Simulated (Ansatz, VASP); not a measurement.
W: VASP beside Ansatz

File INCAR:

```
SYSTEM = W
ALGO     = Normal         ! electronic algorithm
EDIFF    = 1E-7           ! SCF threshold, eV
ENCUT    = 520            ! plane-wave cutoff, eV
GGA      = PE             ! functional
ISIF     = 2              ! what is computed and relaxed
ISMEAR   = -1             ! smearing method
LASPH    = .TRUE.         ! aspherical terms in the spheres
LCHARG   = .FALSE.        ! write CHGCAR
LREAL    = .FALSE.        ! projectors in reciprocal space
LWAVE    = .FALSE.        ! write WAVECAR
NBANDS   = 13             ! bands
NELM     = 100            ! most SCF steps
PREC     = Accurate       ! precision mode
SIGMA    = 0.05           ! smearing width, eV
```

KPOINTS

```
k-points
0
G
  11 11 11
  0 0 0
```

The input POSCAR:

```
W
1.0
    0.0000000000      2.0434441004      2.0434441004
    2.0434441004      0.0000000000      2.0434441004
    2.0434441004      2.0434441004      0.0000000000
W
1
Direct
    0.0000000000      0.0000000000      0.0000000000
```

Contents of input.yaml:

```yaml
crystal:
  lattice:
    - [0.0, 2.0434441004, 2.0434441004]
    - [2.0434441004, 0.0, 2.0434441004]
    - [2.0434441004, 2.0434441004, 0.0]
  atoms:
    - { symbol: W, position: [0.0, 0.0, 0.0] }
hamiltonian:
  xc: pbe
  pseudopotentials: { kind: paw }
kpoints:
  mp_grid: { grid: [11, 11, 11] }
scf:
  occupations: { method: fermi_dirac, width: 0.05 }
output:
  forces: true
  stress: true
  eigenvalues: true
```

Change from the starting cell: volume scaled by 1.02.

Alike in both runs: task single point; functional PBE; k mesh 11 × 11 × 11; occupations fermi-dirac, width 0.05 eV; no spin polarisation.

|  | VASP | Ansatz |
| --- | --- | --- |
| version | VASP 6.6.1 | Ansatz 0.2.0 |
| potentials or method | VASP PAW PBE potentials, release 64 (W_sv) | Ansatz PAW |
| plane-wave cutoff (eV) | 520 | 420 |
| valence electrons in the cell | 14 | 14 |

```csv
,VASP,Ansatz,Ansatz less VASP
gap on the k mesh at the Fermi level (eV),none,none,-
pressure (GPa),-9.6,-10.0,-0.34
```

A gap of «none» marks a metal or a gap that the smearing closes.

Spin-orbit coupling is left out, which matters for the levels of W.
